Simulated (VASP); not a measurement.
# Ru (P4_1) in VASP: relaxation of cell and atoms with PBE

Aim: the relaxation of cell and atoms of Ru with PBE.

All numbers are computed with VASP 6.6.1; they aren't measurements. Logs are shortened: lines on timing, memory, paths and dates and some standing lists are left out, and cuts for length are marked.

## Step 1: The cell of the first run

Symmetry: P4_1, No. 76, tetragonal system. The conventional cell has a = 3.560 Å, b = 3.560 Å, c = 4.666 Å, α = 90.00°, β = 90.00°, γ = 90.00°. Ru (site symmetry 1) is surrounded by 2 Ru at 1.91 Å.

The cell was built by a generator and needn't be a form met in nature.

## Step 2: Relaxation of cell and atoms, PBE (random cell with space group P4_1 (No. 76))

Input file INCAR:

```
SYSTEM = Ru
PREC     = Accurate       ! precision mode
ENCUT    = 600            ! plane-wave cutoff, eV
EDIFF    = 1E-6           ! SCF threshold, eV
ISMEAR   = 0              ! smearing method
SIGMA    = 0.1            ! smearing width, eV
LREAL    = .FALSE.        ! projectors in reciprocal space
LASPH    = .TRUE.         ! aspherical terms in the spheres
NELM     = 100            ! most SCF steps
ALGO     = Normal         ! electronic algorithm
ISIF     = 3              ! what is computed and relaxed
LWAVE    = .FALSE.        ! write WAVECAR
LCHARG   = .FALSE.        ! write CHGCAR
GGA      = PE             ! functional
IBRION   = 2              ! ionic algorithm
NSW      = 90             ! ionic steps
EDIFFG   = -0.04          ! ionic threshold
```

Input file KPOINTS:

```
Automatic mesh
0
G
  6 6 4
  0 0 0
```

Input file POSCAR:

```
Ru
1.0
    3.5596347207      0.0000000000      0.0000000000
    0.0000000000      3.5596347207      0.0000000000
    0.0000000000      0.0000000000      4.6663523496
Ru
4
Direct
    0.2500000000      0.6666700000      0.8750000000
    0.3333300000      0.2500000000      0.1250000000
    0.6666700000      0.7500000000      0.6250000000
    0.7500000000      0.3333300000      0.3750000000
```

Potentials or basis: VASP PAW PBE potentials, release 64 (Ru_pv).

Command:

```bash
$ cat potpaw_PBE.64/Ru_pv/POTCAR > POTCAR
$ mpirun -np 1 vasp_std > vasp.out
```

OUTCAR:

```text
SYSTEM = Ru
   PREC = Accurate
   ENCUT = 600
   EDIFF = 1E-6
   ISMEAR = 0
   LREAL = .FALSE.
   LASPH = .TRUE.
   NELM = 100
   ISIF = 3
   GGA = PE
   IBRION = 2
   NSW = 90
   EDIFFG = -0.04

 ion  position               nearest neighbor table
   1  0.250  0.667  0.875-   2 1.91   3 1.91   2 2.40   3 2.40   4 3.17   4 3.17   4 3.17   4 3.17

   2  0.333  0.250  0.125-   1 1.91   4 1.91   1 2.40   4 2.40   3 3.17   3 3.17   3 3.17   3 3.17

   3  0.667  0.750  0.625-   1 1.91   4 1.91   1 2.40   4 2.40   2 3.17   2 3.17   2 3.17   2 3.17

   4  0.750  0.333  0.375-   2 1.91   3 1.91   2 2.40   3 2.40   1 3.17   1 3.17   1 3.17   1 3.17

  LATTYP: Found a simple tetragonal cell.
 ALAT       =     3.5596347207
 C/A-ratio  =     1.3109076396

  Lattice vectors:

 A1 = (   3.5596347207,   0.0000000000,   0.0000000000)
 A2 = (   0.0000000000,   3.5596347207,   0.0000000000)
 A3 = (   0.0000000000,   0.0000000000,   4.6663523496)

Analysis of symmetry for initial positions (statically):
=====================================================================
 Subroutine PRICEL returns:
 Original cell was already a primitive cell.

 Routine SETGRP: Setting up the symmetry group for a
 simple tetragonal supercell.

 Subroutine GETGRP returns: Found  4 space group operations
 (whereof  1 operations were pure point group operations)
 out of a pool of 16 trial point group operations.

The static configuration has the point symmetry C_1 .
 The point group associated with its full space group is C_1 .

Analysis of symmetry for dynamics (positions and initial velocities):
=====================================================================
 Subroutine PRICEL returns:
 Original cell was already a primitive cell.

 Routine SETGRP: Setting up the symmetry group for a
 simple tetragonal supercell.

 Subroutine GETGRP returns: Found  4 space group operations
 (whereof  1 operations were pure point group operations)
 out of a pool of 16 trial point group operations.

The dynamic configuration has the point symmetry C_1 .
 The point group associated with its full space group is C_1 .

 Subroutine INISYM returns: Found  4 space group operations
 (whereof  1 operations are pure point group operations),
 and found     1 'primitive' translations

----------------------------------------------------------------------------------------

                                     Primitive cell

  volume of cell :      59.1273

  direct lattice vectors                    reciprocal lattice vectors
     3.559634721  0.000000000  0.000000000     0.280927701  0.000000000  0.000000000
     0.000000000  3.559634721  0.000000000     0.000000000  0.280927701  0.000000000
     0.000000000  0.000000000  4.666352350     0.000000000  0.000000000  0.214300148

  length of vectors
     3.559634721  3.559634721  4.666352350     0.280927701  0.280927701  0.214300148

  position of ions in fractional coordinates (direct lattice)
     0.250000000  0.666670000  0.875000000
     0.333330000  0.250000000  0.125000000
     0.666670000  0.750000000  0.625000000
     0.750000000  0.333330000  0.375000000

  ion indices of the primitive-cell ions
   primitive index   ion index
                 1           1
                 2           2
                 3           3
                 4           4

----------------------------------------------------------------------------------------

 KPOINTS: Automatic mesh

Automatic generation of k-mesh.
 Grid dimensions read from file:
 generate k-points for:    6    6    4

 Generating k-lattice:

  Cartesian coordinates                     Fractional coordinates (reciprocal lattice)
     0.046821284  0.000000000  0.000000000     0.166666667  0.000000000  0.000000000
     0.000000000  0.046821284  0.000000000     0.000000000  0.166666667  0.000000000
     0.000000000  0.000000000  0.053575037     0.000000000  0.000000000  0.250000000

  Length of vectors
     0.046821284  0.046821284  0.053575037

  Shift w.r.t. Gamma in fractional coordinates (k-lattice)
     0.000000000  0.000000000  0.000000000

 Subroutine IBZKPT returns following result:
 ===========================================

 Found     33 irreducible k-points:

 Following reciprocal coordinates:
            Coordinates               Weight
  0.000000  0.000000  0.000000      1.000000
  0.166667  0.000000  0.000000      4.000000
  0.333333  0.000000  0.000000      4.000000
  0.500000  0.000000  0.000000      2.000000
  0.166667  0.166667  0.000000      4.000000
  0.333333  0.166667  0.000000      4.000000
[... 16 lines left out ...]
  0.000000  0.000000  0.500000      1.000000
  0.166667  0.000000  0.500000      4.000000
 [... further k-points ...]
   k-points           NKPTS =     33   k-points in BZ     NKDIM =     33   number of bands    NBANDS=     33
   number of dos      NEDOS =    301   number of ions     NIONS =      4
   total plane-waves  NPLWV =  31360
   dimension x,y,z NGX =    28 NGY =   28 NGZ =   40
   dimension x,y,z NGXF=    56 NGYF=   56 NGZF=   80
   ions per type =               4
   NGX,Y,Z   is equivalent  to a cutoff of  13.08, 13.08, 14.25 a.u.
   NGXF,Y,Z  is equivalent  to a cutoff of  26.15, 26.15, 28.50 a.u.
 SYSTEM =  Ru
   PREC   = accura    normal or accurate (medium, high low for compatibility)
   ISTART =      0    job   : 0-new  1-cont  2-samecut
   ICHARG =      2    charge: 1-file 2-atom 10-const
   ISPIN  =      1    spin polarized calculation?
   LNONCOLLINEAR =      F non collinear calculations
   LSORBIT =      F    spin-orbit coupling
   LASPH  =      T    aspherical Exc in radial PAW
   ENCUT  =  600.0 eV  44.10 Ry    6.64 a.u.   7.11  7.11  9.32*2*pi/ulx,y,z
   NELM   =    100;   NELMIN=  2; NELMDL= -5     # of ELM steps
   EDIFF  = 0.1E-05   stopping-criterion for ELM
   LREAL  =      F    real-space projection
   EDIFFG = -.4E-01   stopping-criterion for IOM
   NSW    =     90    number of steps for IOM
   IBRION =      2    ionic relax: 0-MD 1-quasi-New 2-CG
   NFREE  =      1    steps in history (QN), initial steepest desc. (CG)
   ISIF   =      3    stress and relaxation
   ISYM   =      2    0-nonsym 1-usesym 2-fastsym
   POTIM  = 0.5000    time-step for ionic-motion
   TEBEG  =    0.0;   TEEND  =   0.0 temperature during run
   PSTRESS=    0.0 pullay stress
   NELECT =      56.0000    total number of electrons
   NUPDOWN=      -1.0000    fix difference up-down
   EMIN   =  10.00;   EMAX   =-10.00  energy-range for DOS
   EFERMI =   0.00;   METHOD = LEGACY
   ISMEAR =     0;   SIGMA  =   0.10  broadening in eV -4-tet -1-fermi 0-gaus
   EFERMI_NEDOS =   21; number of points for ismear=-14 and -15
   IALGO  =     38    algorithm
   IMIX   =      4    mixing-type and parameters
     AMIX     =   0.40;   BMIX     =  1.00
     AMIX_MAG =   1.60;   BMIX_MAG =  1.00
  volume/ion in A,a.u.               =      14.78        99.75
  Fermi-wavevector in a.u.,A,eV,Ry     =   1.607711  3.038134 35.167459  2.584735
  Thomas-Fermi vector in A             =   2.703696
   LORBIT       =      0    0 simple, 1 ext, 2 COOP (PROOUT), +10 PAW based schemes
   GGA     = PE    functional components
   LHFCALC =     F    Hartree Fock is set to
   AEXX    =    0.0000 exact exchange contribution
   IVDW    =     0    specifies the selected vdW correction
   LEPSILON=     F    determine dielectric tensor
   LRPA    =     F    only Hartree local field effects (RPA)
 conjugate gradient relaxation of ions
 non-spin polarized calculation
 Gauss-broadening in eV      SIGMA  =   0.10
  energy-cutoff  :      600.00
  volume of cell :       59.13
 maximum number of plane-waves:      1992
   NGX = 15   NGY = 15   NGZ = 19

--------------------------------------- Ionic step        1  -------------------------------------------

 number of electron      56.0000001 magnetization

 Free energy of the ion-electron system (eV)
  ---------------------------------------------------
  ext. energy  EPLUGINS =         0.00000000
  ---------------------------------------------------
  free energy    TOTEN  =       -20.96481934 eV

  energy without entropy =      -20.95950337  energy(sigma->0) =      -20.96216135

 E-fermi :  11.8196     XC(G=0): -13.0929

 val. band max:       11.7842352751   @ k =   0.5000   0.0000   0.0000
 cond. band min:      11.9364006322   @ k =   0.5000   0.0000   0.2500
 fundamental gap:      0.1521653571
 Fermi energy:        11.8195773159

 k-point     1 :       0.0000    0.0000    0.0000
  band No.  band energies     occupation
      1     -35.3200      2.00000
      2     -33.9737      2.00000
      3     -33.9737      2.00000
      4     -33.6523      2.00000
      5     -31.5166      2.00000
      6     -31.4324      2.00000
[... 892 lines left out ...]
--------------------------------------- Ionic step        2  -------------------------------------------

 number of electron      55.9999873 magnetization

 E-fermi :  -0.9019     XC(G=0):  -5.9361

 val. band max:       -0.9051441688   @ k =   0.3333   0.1667   0.0000
 cond. band min:      -0.8993862233   @ k =   0.3333   0.0000   0.0000
 fundamental gap:      0.0057579455
 Fermi energy:        -0.9019322237

 k-point     1 :       0.0000    0.0000    0.0000
  band No.  band energies     occupation
      1     -43.3782      2.00000
      2     -43.1908      2.00000
      3     -43.1908      2.00000
      4     -42.9451      2.00000
      5     -42.9023      2.00000
      6     -42.7890      2.00000
[... 924 lines left out ...]
  FREE ENERGIE OF THE ION-ELECTRON SYSTEM (eV)
  ---------------------------------------------------
  free  energy   TOTEN  =       -20.3167930991 eV

  energy  without entropy=      -20.2724802738  energy(sigma->0) =      -20.29463669

 E-fermi :   0.7773     XC(G=0):  -7.5653

 val. band max:        0.7232421253   @ k =   0.3333   0.3333   0.0000
 cond. band min:       0.8485667373   @ k =   0.3333   0.0000   0.2500
 fundamental gap:      0.1253246120
 Fermi energy:         0.7772548151

 k-point     1 :       0.0000    0.0000    0.0000
  band No.  band energies     occupation
      1     -42.0630      2.00000
      2     -41.8161      2.00000
      3     -41.8161      2.00000
      4     -41.5728      2.00000
      5     -41.3492      2.00000
      6     -41.3035      2.00000
[... 853 lines left out ...]
     32       1.1573      0.00000
     33       1.7530      0.00000

 [... further k-points ...]

 E-fermi :   4.1960     XC(G=0):  -9.9269

 val. band max:        4.1431069946   @ k =   0.1667   0.0000   0.0000
 cond. band min:       4.2326805580   @ k =   0.3333   0.0000   0.0000
 fundamental gap:      0.0895735634
 Fermi energy:         4.1960399476

 k-point     1 :       0.0000    0.0000    0.0000
  band No.  band energies     occupation
      1     -39.2149      2.00000
      2     -38.8962      2.00000
      3     -38.8962      2.00000
      4     -38.7153      2.00000
      5     -38.1519      2.00000
      6     -38.1426      2.00000
[... 853 lines left out ...]
     32       4.8525      0.00000
     33       5.7290      0.00000

 [... further k-points ...]

[... ionic steps 4 to 38 ...]

--------------------------------------- Ionic step       39  -------------------------------------------

 number of electron      56.0000004 magnetization

------------------------ aborting loop because EDIFF is reached ----------------------------------------
[... 71 lines left out ...]
--------------------------------------- Ionic step       41  -------------------------------------------

 number of electron      56.0000008 magnetization

 Free energy of the ion-electron system (eV)
  ---------------------------------------------------
  ext. energy  EPLUGINS =         0.00000000
  ---------------------------------------------------
  free energy    TOTEN  =       -32.41348104 eV

  energy without entropy =      -32.39348157  energy(sigma->0) =      -32.40348131

 E-fermi :   8.8739     XC(G=0): -12.2430

 val. band max:        8.8471866134   @ k =   0.3333   0.3333   0.2500
 cond. band min:       8.9135306388   @ k =   0.3333   0.0000   0.5000
 fundamental gap:      0.0663440254
 Fermi energy:         8.8738663770

 k-point     1 :       0.0000    0.0000    0.0000
  band No.  band energies     occupation
      1     -34.6479      2.00000
      2     -34.5995      2.00000
      3     -34.5995      2.00000
      4     -34.5018      2.00000
      5     -34.1961      2.00000
      6     -34.0191      2.00000
[... 886 lines left out ...]
  FREE ENERGIE OF THE ION-ELECTRON SYSTEM (eV)
  ---------------------------------------------------
  free  energy   TOTEN  =       -32.4134810443 eV

  energy  without entropy=      -32.3934815665  energy(sigma->0) =      -32.40348131

 reached required accuracy - stopping structural energy minimisation
```

Run time: 21 min. Hardware: 1 thread of Intel Xeon Platinum 8488C (Sapphire Rapids), shared host; peak memory 0.21 GiB.

What came out:

- Free energy: -32.4135 eV
- Relaxed volume: 17.75 Å³/atom
- Relaxed cell: a = 3.967 Å, b = 3.967 Å, c = 4.511 Å, α = 90.00°, β = 90.00°, γ = 90.00°
- Space group after relaxing (to 0.05 Å): P4_12_12 (No. 92)
- Energy gained by relaxing: 2862.2 meV/atom
- Ionic steps: 41
- Pressure after relaxing: -0.2 GPa
- Largest force after relaxing: 0.014 eV/Å
- Band gap on the k mesh: none (metal or under the smearing width)

Forces in eV/Å, atoms in the order of the input:
```
Ru   0.014 -0.001  0.000
Ru   0.001  0.014  0.000
Ru  -0.001 -0.014  0.000
Ru  -0.014  0.001  0.000
```

Step by step:
```
step  energy change (eV)  largest force (eV/Å)  pressure (GPa)  volume (Å³)
   1              0.0000               17.0488          142.44        59.13
   3              0.6480                2.5317          -12.53       199.72
   5             -7.8064                0.9309          -18.00       106.40
   7            -10.6701                2.4345           18.95        71.93
   9            -10.7845                2.4784            8.00        75.98
  11            -11.1001                0.9397           -5.80        80.76
  13            -11.2950                0.2041            0.96        76.73
  15            -11.3045                0.1764           -1.06        77.33
  17            -11.3374                0.3951            0.48        75.55
  19            -11.3534                0.7408            2.94        72.72
  21            -11.3739                0.7283            1.98        72.18
  23            -11.3931                0.6306            0.57        71.54
  25            -11.4320                0.1755           -1.87        72.65
  27            -11.4394                0.0822           -0.58        72.24
  29            -11.4399                0.0907            0.02        72.03
  31            -11.4416                0.0760           -0.11        71.98
  33            -11.4444                0.1151           -0.67        71.72
  35            -11.4458                0.1150           -0.04        71.37
  37            -11.4461                0.1158            0.44        71.10
  39            -11.4483                0.0489            0.04        71.03
  41            -11.4487                0.0139           -0.21        70.98
```

Final structure:
```yaml
crystal:
  lattice:
    - [3.96679, 0.00000, 0.00000]
    - [0.00000, 3.96679, 0.00000]
    - [0.00000, 0.00000, 4.51111]
  atoms:
    - { symbol: Ru, position: [0.15398, 0.65432, 0.87500] }
    - { symbol: Ru, position: [0.34568, 0.15398, 0.12500] }
    - { symbol: Ru, position: [0.65432, 0.84602, 0.62500] }
    - { symbol: Ru, position: [0.84602, 0.34568, 0.37500] }
```

Caveat: the volume moved by over 15 % at a fixed basis, so the end points are rough.
